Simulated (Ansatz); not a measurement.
A generator proposed this cell of Si3Ge2.

```cif
data_structure
_symmetry_space_group_name_H-M 'P-3m1'
_symmetry_Int_Tables_number 164
_cell_length_a 2.9021
_cell_length_b 2.9021
_cell_length_c 23.0768
_cell_angle_alpha 90.000
_cell_angle_beta 90.000
_cell_angle_gamma 120.000
_cell_volume 168.31
loop_
_atom_site_label
_atom_site_type_symbol
_atom_site_symmetry_multiplicity
_atom_site_Wyckoff_symbol
_atom_site_fract_x
_atom_site_fract_y
_atom_site_fract_z
_atom_site_occupancy
Si1 Si 2 d 0.33333 0.66667 0.95000 1
Si2 Si 2 d 0.33333 0.66667 0.15000 1
Si3 Si 2 d 0.33333 0.66667 0.55000 1
Ge1 Ge 2 d 0.33333 0.66667 0.35000 1
Ge2 Ge 2 d 0.33333 0.66667 0.75000 1
```

Theory: DFT PBE, scalar-relativistic, plane waves, PAW (Ansatz). Settings: cutoff 420 eV, Γ-centred mesh 6×6×1 on the computed 10-atom cell, Gaussian smearing of 0.10 eV; no spin polarisation.

Formation energies are uncorrected and refer to the elements' standard structures at the same level.

Task: How far from equilibrium is it?

Result: The pressure is -1.7 GPa (the mean over three directions, positive in compression), the largest force is 0.52 eV/Å, and the energy is +0.55 eV/atom against the elements. The shortest distance is 2.85 Å.

Task: Is it a good guess?

Result: A good one: relaxing gains under 0.1 eV/atom (the start's value is from the coarse mesh, so the gain is rough) in 19 ionic steps and ends at +0.47 eV/atom on the finer mesh. The symmetry stays P-3m1 (No. 164). The volume per atom shrinks by 1.4 %, from 16.8 to 16.6 Å³. The shortest distance goes from 2.85 Å (Si–Ge, Ge–Ge and Si–Si) to 2.65 Å (Si–Si). Conventional cell: a = 2.890 Å, c = 22.944 Å. Si on its first site is surrounded by 6 Si at 2.65–2.73 Å and 6 Si at 2.89 Å; around Si on its second site lie 3 Si at 2.65 Å, 3 Ge at 2.86 Å and 6 Si at 2.89 Å; around Ge on its first site lie 3 Si at 2.89 Å, 6 Ge at 2.89 Å and 3 Ge at 3.10 Å; 2 more sites not described.

The last run used a 12×12×2 mesh (in the run's order of axes) for its 10-atom cell and Gaussian smearing of 0.10 eV. The relaxation can't lower the symmetry of the start, and the grade says only how near the guess is to its own end. A structure relaxed within its symmetry needn't be a true minimum. Another cell of Si3Ge2 relaxed alike, in P-6m2, lies 108 meV/atom lower, so this cell isn't the stable form at this level.
